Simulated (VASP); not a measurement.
Here is a VASP 6.6.1 calculation.

Contents of INCAR:

```
SYSTEM = BaTiO3
  ALGO = Normal
  EDIFF = 1E-7
  EDIFFG = -0.005
  ENCUT = 600
  GGA = PE
  IBRION = 2
  ISIF = 3
  ISMEAR = 0
  KPAR = 2
  LASPH = .TRUE.
  LCHARG = .FALSE.
  LREAL = .FALSE.
  LWAVE = .FALSE.
  NELM = 80
  NSW = 90
  PREC = Accurate
  SIGMA = 0.03
```

File KPOINTS:

```
k-points
0
G
  8 8 8
  0 0 0
```

Contents of POSCAR:

```
BaTiO3                                  
1.0
    3.9962396300      0.0000000000      0.0000000000
    0.0000000000      3.9962396300      0.0000000000
    0.0000000000      0.0000000000      4.2244769266
  Ba              Ti              O             
     1     1     3
Direct
     0.0000000000000000    0.0000000000000000    0.9907624776433921
     0.5000000000000000    0.5000000000000000    0.4715534301820054
     0.5000000000000000    0.5000000000000000    0.0418836306107260
     0.5000000000000000    0.0000000000000000    0.5194002307819415
     0.0000000000000000    0.5000000000000000    0.5194002307819415
```

Potentials or basis: VASP PAW PBE potentials, release 64 (Ba_sv, Ti_sv, O).

Run with:

```console
$ cat potpaw_PBE.64/Ba_sv/POTCAR potpaw_PBE.64/Ti_sv/POTCAR potpaw_PBE.64/O/POTCAR > POTCAR
$ mpirun -np 2 vasp_std > vasp.out
```

Question: What does it give for the space group after relaxing (to 0.05 Å)?

Answer: P4mm (No. 99).

Question: Estimate the relaxed cell.

Answer: a = 3.995 Å, b = 3.995 Å, c = 4.223 Å, α = 90.00°, β = 90.00°, γ = 90.00°.

Stress tensor (GPa, compression positive):
```
 0.04  0.00  0.00
 0.00  0.04  0.00
 0.00  0.00 -0.05
```
